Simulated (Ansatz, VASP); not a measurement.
# One calculation of Si, two programs

INCAR

```
  PREC = Accurate
  ENCUT = 600
  EDIFF = 1E-7
  ISMEAR = 0
  SIGMA = 0.1
  LREAL = False
  LASPH = True
  NELM = 100
  ALGO = Normal
  ISIF = 3
  LWAVE = False
  LCHARG = False
  GGA = PE
  IBRION = 2
  NSW = 100
  EDIFFG = -0.01
```

File KPOINTS:

```
regular mesh
0
Gamma
  24 24 22
```

POSCAR

```
Si
1.0
    2.6609604859      0.0000000000      0.0000000000
   -1.3304802429      2.3044593792      0.0000000000
    0.0000000000      0.0000000000      2.4487786446
Si
1
Direct
    0.0000000000      0.0000000000      0.5000000000
```

Input for Ansatz:

```yaml
crystal:
  lattice:
    - [2.6609604859, 0.0, 0.0]
    - [-1.3304802429, 2.3044593792, 0.0]
    - [0.0, 0.0, 2.4487786446]
  atoms:
    - { symbol: Si, position: [0.0, 0.0, 0.5] }
basis:
  ecutwfc: 420
kpoints:
  mp_grid: { grid: [24, 24, 22] }
hamiltonian:
  xc: pbe
scf:
  occupations: { method: gaussian, width: 0.1 }
output:
  forces: true
  stress: true
  eigenvalues: true
  write_density: true
  write_potential: true
  elf: true
  volumetric_format: npy
relax:
  adjacent_minimum: "off"
  f_tol: 0.01
  max_steps: 80
  cell: { stress_tol: 0.05 }
```

Alike in both runs: task relaxation of cell and atoms; functional PBE; k mesh 24 × 24 × 22; occupations gaussian, width 0.1 eV; no spin polarisation.

|  | VASP | Ansatz |
| --- | --- | --- |
| version | VASP 6.6.1 | Ansatz 0.2.0 |
| potentials or method | VASP PAW PBE potentials, release 64 (Si) | scalar-relativistic, plane waves, PAW |
| plane-wave cutoff (eV) | 600 | 420 |
| valence electrons in the cell | 4 | 4 |

```csv
,VASP,Ansatz,Ansatz less VASP
"gap on the k mesh at the Fermi level, each at its own relaxed structure (eV)",none,none,-
relaxed volume (Å³/atom),15.10,15.10,+0.003
relaxed cell length with the largest relative difference (Å),2.647,2.648,+0.0005
energy change over the relaxation (meV/atom),-3,-3,0.0
```

A gap of «none» marks a metal or a gap that the smearing closes.
